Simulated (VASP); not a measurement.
# CaSe (Fm-3m) in VASP: settings compared

CaSe is run at these levels: PBE, r2SCAN; tasks: single point.

Everything below comes from runs of VASP 6.6.1. Logs are shortened: lines on timing, memory, paths and dates and some standing lists are left out, and cuts for length are marked.

**Experimental background.**

A printed reference work, monograph, original work of 1988 reports, for a bulk crystal of CaSe at 2 K: band gap 3.85 eV (indirect).

The results are compared with them further down.

## (1) The cell of the first run

Symmetry: Fm-3m, No. 225, cubic system. Conventional cell: a = 5.935 Å, b = 5.935 Å, c = 5.935 Å, α = 90.00°, β = 90.00°, γ = 90.00°. Ca (site symmetry m-3m) has 6 Se at 2.97 Å within 3.9 Å. Within 3.9 Å of Se (site symmetry m-3m) lie 6 Ca at 2.97 Å.

## (2) Single point, PBE

The input, INCAR:

```
SYSTEM = CaSe
ALGO = Normal
EDIFF = 1E-7
ENCUT = 520
GGA = PE
ISIF = 2
ISMEAR = 0
LASPH = .TRUE.
LCHARG = .FALSE.
LREAL = .FALSE.
LWAVE = .FALSE.
NBANDS = 15
NELM = 80
PREC = Accurate
SIGMA = 0.01
```

The input, KPOINTS:

```
k-points
0
G
  6 6 6
  0 0 0
```

The input, POSCAR:

```
CaSe
1.0
    0.0000000000      2.9675306013      2.9675306013
    2.9675306013      0.0000000000      2.9675306013
    2.9675306013      2.9675306013      0.0000000000
Ca Se
1 1
Direct
    0.0000000000      0.0000000000      0.0000000000
    0.5000000000      0.5000000000      0.5000000000
```

Potentials or basis: VASP PAW PBE potentials, release 64 (Ca_sv, Se).

Started as:

```sh
cat potpaw_PBE.64/Ca_sv/POTCAR potpaw_PBE.64/Se/POTCAR > POTCAR
mpirun -np 1 vasp_std > vasp.out
```

OUTCAR:

```text
SYSTEM = CaSe
   EDIFF = 1E-7
   ENCUT = 520
   GGA = PE
   ISIF = 2
   ISMEAR = 0
   LASPH = .TRUE.
   LREAL = .FALSE.
   NELM = 80
   PREC = Accurate

 ion  position               nearest neighbor table
   1  0.000  0.000  0.000-   2 2.97   2 2.97   2 2.97   2 2.97   2 2.97   2 2.97
   2  0.500  0.500  0.500-   1 2.97   1 2.97   1 2.97   1 2.97   1 2.97   1 2.97

  LATTYP: Found a face centered cubic cell.
 ALAT       =     5.9350612026

  Lattice vectors:

 A1 = (   0.0000000000,   2.9675306013,   2.9675306013)
 A2 = (   2.9675306013,   0.0000000000,   2.9675306013)
 A3 = (   2.9675306013,   2.9675306013,   0.0000000000)

Analysis of symmetry for initial positions (statically):
=====================================================================
 Subroutine PRICEL returns:
 Original cell was already a primitive cell.

 Routine SETGRP: Setting up the symmetry group for a
 face centered cubic supercell.

 Subroutine GETGRP returns: Found 48 space group operations
 (whereof 48 operations were pure point group operations)
 out of a pool of 48 trial point group operations.

The static configuration has the point symmetry O_h .

Analysis of symmetry for dynamics (positions and initial velocities):
=====================================================================
 Subroutine PRICEL returns:
 Original cell was already a primitive cell.

 Routine SETGRP: Setting up the symmetry group for a
 face centered cubic supercell.

 Subroutine GETGRP returns: Found 48 space group operations
 (whereof 48 operations were pure point group operations)
 out of a pool of 48 trial point group operations.

The dynamic configuration has the point symmetry O_h .

 Subroutine INISYM returns: Found 48 space group operations
 (whereof 48 operations are pure point group operations),
 and found     1 'primitive' translations

----------------------------------------------------------------------------------------

                                     Primitive cell

  volume of cell :      52.2656

  direct lattice vectors                    reciprocal lattice vectors
     0.000000000  2.967530601  2.967530601    -0.168490259  0.168490259  0.168490259
     2.967530601  0.000000000  2.967530601     0.168490259 -0.168490259  0.168490259
     2.967530601  2.967530601  0.000000000     0.168490259  0.168490259 -0.168490259

  length of vectors
     4.196722023  4.196722023  4.196722023     0.291833689  0.291833689  0.291833689

  position of ions in fractional coordinates (direct lattice)
     0.000000000  0.000000000  0.000000000
     0.500000000  0.500000000  0.500000000

  ion indices of the primitive-cell ions
   primitive index   ion index
                 1           1
                 2           2

----------------------------------------------------------------------------------------

 KPOINTS: k-points

Automatic generation of k-mesh.
 Grid dimensions read from file:
 generate k-points for:    6    6    6

 Generating k-lattice:

  Cartesian coordinates                     Fractional coordinates (reciprocal lattice)
    -0.028081710  0.028081710  0.028081710     0.166666667  0.000000000  0.000000000
     0.028081710 -0.028081710  0.028081710     0.000000000  0.166666667  0.000000000
     0.028081710  0.028081710 -0.028081710     0.000000000  0.000000000  0.166666667

  Length of vectors
     0.048638948  0.048638948  0.048638948

  Shift w.r.t. Gamma in fractional coordinates (k-lattice)
     0.000000000  0.000000000  0.000000000

 Subroutine IBZKPT returns following result:
 ===========================================

 Found     16 irreducible k-points:

 Following reciprocal coordinates:
            Coordinates               Weight
  0.000000  0.000000  0.000000      1.000000
  0.166667  0.000000  0.000000      8.000000
  0.333333  0.000000  0.000000      8.000000
  0.500000  0.000000  0.000000      4.000000
  0.166667  0.166667  0.000000      6.000000
  0.333333  0.166667  0.000000     24.000000
[... 8 lines left out ...]
 -0.333333  0.333333  0.166667     24.000000
 -0.333333  0.500000  0.166667     12.000000
   k-points           NKPTS =     16   k-points in BZ     NKDIM =     16   number of bands    NBANDS=     15
   number of dos      NEDOS =    301   number of ions     NIONS =      2
   total plane-waves  NPLWV =  32768
   dimension x,y,z NGX =    32 NGY =   32 NGZ =   32
   dimension x,y,z NGXF=    64 NGYF=   64 NGZF=   64
   ions per type =               1   1
   NGX,Y,Z   is equivalent  to a cutoff of  12.68, 12.68, 12.68 a.u.
   NGXF,Y,Z  is equivalent  to a cutoff of  25.35, 25.35, 25.35 a.u.
 SYSTEM =  CaSe
   PREC   = accura    normal or accurate (medium, high low for compatibility)
   ISTART =      0    job   : 0-new  1-cont  2-samecut
   ICHARG =      2    charge: 1-file 2-atom 10-const
   ISPIN  =      1    spin polarized calculation?
   LNONCOLLINEAR =      F non collinear calculations
   LSORBIT =      F    spin-orbit coupling
   LASPH  =      T    aspherical Exc in radial PAW
   ENCUT  =  520.0 eV  38.22 Ry    6.18 a.u.   7.80  7.80  7.80*2*pi/ulx,y,z
   NELM   =     80;   NELMIN=  2; NELMDL= -5     # of ELM steps
   EDIFF  = 0.1E-06   stopping-criterion for ELM
   LREAL  =      F    real-space projection
   EDIFFG = 0.1E-05   stopping-criterion for IOM
   NSW    =      0    number of steps for IOM
   IBRION =     -1    ionic relax: 0-MD 1-quasi-New 2-CG
   NFREE  =      0    steps in history (QN), initial steepest desc. (CG)
   ISIF   =      2    stress and relaxation
   ISYM   =      2    0-nonsym 1-usesym 2-fastsym
   POTIM  = 0.5000    time-step for ionic-motion
   TEBEG  =    0.0;   TEEND  =   0.0 temperature during run
   PSTRESS=    0.0 pullay stress
   NELECT =      16.0000    total number of electrons
   NUPDOWN=      -1.0000    fix difference up-down
   EMIN   =  10.00;   EMAX   =-10.00  energy-range for DOS
   EFERMI =   0.00;   METHOD = LEGACY
   ISMEAR =     0;   SIGMA  =   0.01  broadening in eV -4-tet -1-fermi 0-gaus
   EFERMI_NEDOS =   21; number of points for ismear=-14 and -15
   IALGO  =     38    algorithm
   IMIX   =      4    mixing-type and parameters
     AMIX     =   0.40;   BMIX     =  1.00
     AMIX_MAG =   1.60;   BMIX_MAG =  1.00
  volume/ion in A,a.u.               =      26.13       176.35
  Fermi-wavevector in a.u.,A,eV,Ry     =   1.103341  2.085012 16.563196  1.217361
  Thomas-Fermi vector in A             =   2.239797
   LORBIT       =      0    0 simple, 1 ext, 2 COOP (PROOUT), +10 PAW based schemes
   GGA     = PE    functional components
   LHFCALC =     F    Hartree Fock is set to
   AEXX    =    0.0000 exact exchange contribution
   IVDW    =     0    specifies the selected vdW correction
   LEPSILON=     F    determine dielectric tensor
   LRPA    =     F    only Hartree local field effects (RPA)
 non-spin polarized calculation
 Gauss-broadening in eV      SIGMA  =   0.01
  energy-cutoff  :      520.00
  volume of cell :       52.27
 maximum number of plane-waves:      1420
   NGX = 15   NGY = 15   NGZ = 15

 number of electron      15.9999997 magnetization

 Free energy of the ion-electron system (eV)
  ---------------------------------------------------
  ext. energy  EPLUGINS =         0.00000000
  ---------------------------------------------------
  free energy    TOTEN  =        -9.48318364 eV

  energy without entropy =       -9.48318364  energy(sigma->0) =       -9.48318364

 E-fermi :   2.4705     XC(G=0):  -9.1127

 val. band max:        2.3785094343   @ k =   0.0000   0.0000   0.0000
 cond. band min:       4.4251551549   @ k =   0.5000   0.5000   0.0000
 fundamental gap:      2.0466457206
 Fermi energy:         2.4705233696

 k-point     1 :       0.0000    0.0000    0.0000
  band No.  band energies     occupation
      1     -37.4026      2.00000
      2     -18.3948      2.00000
      3     -18.3948      2.00000
      4     -18.3948      2.00000
      5      -9.3856      2.00000
      6       2.3785      2.00000
      7       2.3785      2.00000
      8       2.3785      2.00000
      9       5.6661      0.00000
     10       6.0870      0.00000
     11       6.0870      0.00000
     12       6.0870      0.00000
     13       6.6459      0.00000
     14       6.6459      0.00000
     15      12.0782      0.00000

 k-point     2 :       0.1667    0.0000    0.0000
  band No.  band energies     occupation
      1     -37.4010      2.00000
      2     -18.4226      2.00000
      3     -18.3967      2.00000
      4     -18.3967      2.00000
      5      -9.2296      2.00000
      6       1.2058      2.00000
      7       1.9972      2.00000
      8       1.9972      2.00000
      9       5.9981      0.00000
     10       6.4385      0.00000
     11       6.4385      0.00000
     12       7.1389      0.00000
     13       7.3293      0.00000
     14       7.3293      0.00000
     15      12.1471      0.00000

 k-point     3 :       0.3333    0.0000    0.0000
  band No.  band energies     occupation
      1     -37.3979      2.00000
      2     -18.4770      2.00000
      3     -18.4004      2.00000
      4     -18.4004      2.00000
      5      -8.8920      2.00000
      6      -0.2732      2.00000
      7       1.4300      2.00000
      8       1.4300      2.00000
      9       6.3114      0.00000
     10       7.2488      0.00000
     11       7.2488      0.00000
     12       8.4268      0.00000
     13       8.7602      0.00000
     14       8.7602      0.00000
     15      11.7709      0.00000
[... 199 lines left out ...]
 k-point    15 :      -0.3333    0.3333    0.1667
  band No.  band energies     occupation
      1     -37.3947      2.00000
      2     -18.4705      2.00000
      3     -18.4381      2.00000
      4     -18.4180      2.00000
      5      -8.7253      2.00000
      6      -0.1165      2.00000
      7       0.5884      2.00000
      8       1.0612      2.00000
      9       6.8056      0.00000
     10       6.8846      0.00000
     11       8.0801      0.00000
     12       8.2408      0.00000
     13       8.3226      0.00000
     14      10.1449      0.00000
     15      10.9354      0.00000

 k-point    16 :      -0.3333    0.5000    0.1667
  band No.  band energies     occupation
      1     -37.3942      2.00000
      2     -18.4618      2.00000
      3     -18.4382      2.00000
      4     -18.4311      2.00000
      5      -8.7534      2.00000
      6       0.1215      2.00000
      7       0.8199      2.00000
      8       0.8871      2.00000
      9       5.7007      0.00000
     10       7.5291      0.00000
     11       7.7061      0.00000
     12       8.1477      0.00000
     13       8.3906      0.00000
     14       9.3342      0.00000
     15      11.8254      0.00000

------------------------ aborting loop because EDIFF is reached ----------------------------------------

  FORCE on cell =-STRESS in cart. coord.  units (eV):
  Direction    XX          YY          ZZ          XY          YZ          ZX
  --------------------------------------------------------------------------------------
  -------------------------------------------------------------------------------------
  Total        0.2438265      0.2438265      0.2438265     -0.0000000     -0.0000000      0.0000000
  in kB        7.4743917      7.4743917      7.4743917     -0.0000000     -0.0000000      0.0000000
  external PRESSURE =       7.4743917 kB  Pullay stress =       0.0000000 kB

 VOLUME and BASIS-vectors are now :
 -----------------------------------------------------------------------------
  energy-cutoff  :      520.00
  volume of cell :       52.27
      direct lattice vectors                 reciprocal lattice vectors
     0.000000000  2.967530601  2.967530601    -0.168490259  0.168490259  0.168490259
     2.967530601  0.000000000  2.967530601     0.168490259 -0.168490259  0.168490259
     2.967530601  2.967530601  0.000000000     0.168490259  0.168490259 -0.168490259

 POSITION                                       TOTAL-FORCE (eV/Angst)
 -----------------------------------------------------------------------------------
      0.00000      0.00000      0.00000         0.000000      0.000000      0.000000
      2.96753      2.96753      2.96753        -0.000000      0.000000      0.000000
 -----------------------------------------------------------------------------------
    total drift:                                0.000000     -0.000000     -0.000000

  FREE ENERGIE OF THE ION-ELECTRON SYSTEM (eV)
  ---------------------------------------------------
  free  energy   TOTEN  =        -9.4831836389 eV

  energy  without entropy=       -9.4831836389  energy(sigma->0) =       -9.48318364
```

It took 34 s on 1 thread of AMD EPYC 7R13, shared host; peak memory 0.15 GiB.

Results:

```yaml
Free_energy: -9.4832 eV
Pressure: 0.7 GPa
Band_gap_on_the_k_mesh: 2.05 eV, indirect (least direct gap 2.97 eV)
```

## (3) Single point, PBE

The input, INCAR:

```
ALGO = Normal
EDIFF = 1E-6
ENCUT = 520
GGA = PE
ISIF = 2
ISMEAR = 0
LASPH = T
LCHARG = F
LREAL = F
LWAVE = F
NBANDS = 15
NELM = 80
PREC = Accurate
SIGMA = 0.01
```

The input, KPOINTS:

```
k-points
0
Gamma
  6 6 6
```

POSCAR is that of step 2.

Potentials or basis: VASP PAW PBE potentials, release 64 (Ca_sv, Se).

Started as:

```sh
cat potpaw_PBE.64/Ca_sv/POTCAR potpaw_PBE.64/Se/POTCAR > POTCAR
mpirun -np 1 vasp_std > vasp.out
```

It took 30 s on 1 thread of AMD EPYC 7R13, shared host; peak memory 0.14 GiB.

It converged, with:

* Free energy: -9.4832 eV
* Pressure: 0.7 GPa
* Band gap on the k mesh: 2.05 eV, indirect (least direct gap 2.97 eV)

Levels at points of the mesh, in eV from the valence-band top:
```tsv
k point	band 4	band 5	band 6	band 7	band 8	band 9	band 10	band 11	band 12	band 13
(0.00, 0.00, 0.00)	-20.77	-11.76	0.00	0.00	0.00	3.29	3.71	3.71	3.71	4.27
(0.50, 0.00, 0.00)	-20.78	-11.09	-3.25	-1.18	-1.18	4.50	5.45	5.48	5.48	7.46
(0.50, 0.50, 0.00)	-20.80	-11.20	-2.49	-0.92	-0.92	2.05	5.01	5.02	5.98	6.01
```

## (4) Single point, r2SCAN

POSCAR is that of step 3.

The input, INCAR.step1:

```
SYSTEM = CaSe
  ALGO = Normal
  EDIFF = 1E-4
  ENCUT = 520
  GGA = PE
  ISMEAR = 0
  LASPH = .True.
  LCHARG = .False.
  LREAL = .False.
  LWAVE = .True.
  NBANDS = 15
  NELM = 80
  PREC = Accurate
  SIGMA = 0.01
```

The input, INCAR.step2:

```
SYSTEM = CaSe
  ALGO = Normal
  EDIFF = 1E-7
  ENCUT = 520
  ISIF = 2
  ISMEAR = 0
  ISTART = 1
  LASPH = .True.
  LCHARG = .False.
  LMIXTAU = .True.
  LREAL = .False.
  LWAVE = .False.
  METAGGA = R2SCAN
  NBANDS = 15
  NELM = 80
  PREC = Accurate
  SIGMA = 0.01
```

The input, KPOINTS:

```
k-points
0
Gamma
  6 6 6
  0 0 0
```

Started as:

```sh
cat potpaw_PBE.64/Ca_sv/POTCAR potpaw_PBE.64/Se/POTCAR > POTCAR
cp INCAR.step1 INCAR
mpirun -np 1 vasp_std > vasp.out
cp INCAR.step2 INCAR
mpirun -np 1 vasp_std > vasp.out
```

It took 2.4 min on 1 thread of AMD EPYC 7R13, shared host; peak memory 0.16 GiB.

It converged, with:

```
Free energy            : -25.9785 eV
Pressure               : 0.2 GPa
Band gap on the k mesh : 2.52 eV, indirect (least direct gap 3.46 eV)
```

Levels at points of the mesh, in eV from the valence-band top:
| k point | band 5 | band 6 | band 7 | band 8 | band 9 | band 10 | band 11 | band 12 |
| --- | --- | --- | --- | --- | --- | --- | --- | --- |
| (0.00, 0.00, 0.00) | -12.16 | 0.00 | 0.00 | 0.00 | 4.08 | 4.23 | 4.23 | 4.23 |
| (0.50, 0.00, 0.00) | -11.45 | -3.24 | -1.17 | -1.17 | 5.10 | 6.07 | 6.09 | 6.09 |
| (0.50, 0.50, 0.00) | -11.57 | -2.52 | -0.94 | -0.94 | 2.52 | 5.60 | 5.76 | 6.62 |

Caveat: the PAW data sets were made with another functional, which shifts forces and pressure a little.

## (5) Single point, r2SCAN

POSCAR is that of step 4.

The input, INCAR.step1:

```
ALGO = Normal
EDIFF = 1E-4
ENCUT = 520
GGA = PE
ISMEAR = 0
LASPH = True
LCHARG = False
LREAL = False
LWAVE = True
NBANDS = 15
NELM = 60
PREC = Accurate
SIGMA = 0.01
```

The input, INCAR.step2:

```
ALGO = Normal
EDIFF = 1E-6
ENCUT = 520
ISIF = 2
ISMEAR = 0
ISTART = 1
LASPH = True
LCHARG = True
LELF = True
LMIXTAU = True
LREAL = False
LVHAR = True
LWAVE = False
METAGGA = R2SCAN
NBANDS = 15
NELM = 60
PREC = Accurate
SIGMA = 0.01
```

The input, KPOINTS:

```
k-points
0
Gamma
  6 6 6
```

Started as:

```sh
cat potpaw_PBE.64/Ca_sv/POTCAR potpaw_PBE.64/Se/POTCAR > POTCAR
cp INCAR.step1 INCAR
mpirun -np 1 vasp_std > vasp.out
cp INCAR.step2 INCAR
mpirun -np 1 vasp_std > vasp.out
```

It took 2.3 min on 1 thread of AMD EPYC 7R13, shared host; peak memory 0.16 GiB.

It converged, with:

```yaml
Free_energy: -25.9785 eV
Pressure: 0.2 GPa
Band_gap_on_the_k_mesh: 2.52 eV, indirect (least direct gap 3.46 eV)
```

Levels at points of the mesh, in eV from the valence-band top:
```tsv
k point	band 6	band 7	band 8	band 9	band 10	band 11
(0.00, 0.00, 0.00)	0.00	0.00	0.00	4.08	4.23	4.23
(0.50, 0.00, 0.00)	-3.24	-1.17	-1.17	5.10	6.07	6.09
(0.50, 0.50, 0.00)	-2.52	-0.94	-0.94	2.52	5.60	5.76
```

Caveat: the PAW data sets were made with another functional, which shifts forces and pressure a little.

## (6) How close it comes

Step 2. A measured gap of CaSe is 3.85 eV (indirect; 2 K; a printed reference work, monograph, original work of 1988); the calculated 2.05 eV misses it by -1.80 eV. Spin-orbit coupling on Se is left out. The value is that of PBE on a finite k mesh, which can miss the band edges, without temperature or zero-point motion. Semilocal functionals fall short of measured gaps as a rule.

Step 3. A measured gap of CaSe is 3.85 eV (indirect; 2 K; a printed reference work, monograph, original work of 1988); the calculated 2.05 eV misses it by -1.80 eV. Spin-orbit coupling on Se is left out. The value is that of PBE on a finite k mesh, which can miss the band edges, without temperature or zero-point motion. Semilocal functionals fall short of measured gaps as a rule.

Step 4. Against the measured gap of CaSe, 3.85 eV (indirect; 2 K; a printed reference work, monograph, original work of 1988), the calculated 2.52 eV is off by -1.33 eV. Spin-orbit coupling on Se is left out. The value is that of r2SCAN on a finite k mesh, which can miss the band edges, without temperature or zero-point motion.

Step 5. Against the measured gap of CaSe, 3.85 eV (indirect; 2 K; a printed reference work, monograph, original work of 1988), the calculated 2.52 eV is off by -1.33 eV. Spin-orbit coupling on Se is left out. The value is that of r2SCAN on a finite k mesh, which can miss the band edges, without temperature or zero-point motion.
